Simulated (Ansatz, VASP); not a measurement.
InAs: VASP beside Ansatz

Contents of INCAR:

```
PREC = Accurate ; ENCUT = 520
EDIFF = 1E-6 ; ISMEAR = -1
SIGMA = 0.08 ; LREAL = False
LASPH = True ; NELM = 80
ALGO = Normal ; ISIF = 2
LWAVE = False ; LCHARG = False
GGA = PE ; NBANDS = 16
```

File KPOINTS:

```
regular mesh
0
Gamma
  11 11 11
```

POSCAR

```
InAs
1.0
    0.0000000000      2.8716572167      2.8716572167
    2.8716572167      0.0000000000      2.8716572167
    2.8716572167      2.8716572167      0.0000000000
In As
1 1
Direct
    0.0000000000      0.0000000000      0.0000000000
    0.2500000000      0.2500000000      0.2500000000
```

Input for Ansatz:

```yaml
crystal:
  lattice:
    - [0.0, 2.8716572167, 2.8716572167]
    - [2.8716572167, 0.0, 2.8716572167]
    - [2.8716572167, 2.8716572167, 0.0]
  atoms:
    - { symbol: In, position: [0.0, 0.0, 0.0] }
    - { symbol: As, position: [0.25, 0.25, 0.25] }
kpoints:
  mp_grid: { grid: [11, 11, 11] }
  band_path:
    path:
      - [0.0, 0.0, 0.0]
      - [-0.5, -0.5, 0.0]
      - [-0.375, -0.375, 0.25]
      - [-0.375, 0.0, 0.375]
      - [0.0, 0.0, 0.0]
      - [0.0, 0.0, 0.5]
      - [-0.5, -0.25, 0.25]
      - [-0.5, -0.5, 0.0]
    npoints: 8
scf:
  occupations: { method: fermi_dirac, width: 0.08 }
hamiltonian:
  xc: pbe
  pseudopotentials: { kind: all_electron, lapw: { basis_error: 0.001 } }
output:
  forces: true
  stress: true
  eigenvalues: true
  populations: true
  dos: { projected: true, de: 0.2, e_range: [-14, 8] }
```

Change from the starting cell: volume scaled by 0.8, LAPW.

Alike in both runs: task single point; functional PBE; k mesh 11 × 11 × 11; occupations fermi-dirac, width 0.08 eV; no spin polarisation.

```csv
,VASP,Ansatz
version,VASP 6.6.1,Ansatz 0.2.0
potentials or method,"VASP PAW PBE potentials, release 64 (In_d, As)","all-electron LAPW, scalar-relativistic"
plane-wave cutoff (eV),520,see its input
```

```csv
,VASP,Ansatz,Ansatz less VASP
pressure (GPa),18.4,18.3,-0.12
```

Ansatz ran all-electron here, so the differences hold the error of VASP's frozen core and of both bases.

Caveats: so large a pressure means that the cell lies far from this level's equilibrium, or that cutoff or potentials fall short (VASP); spin-orbit coupling is left out, which moves the levels of the heavy elements.
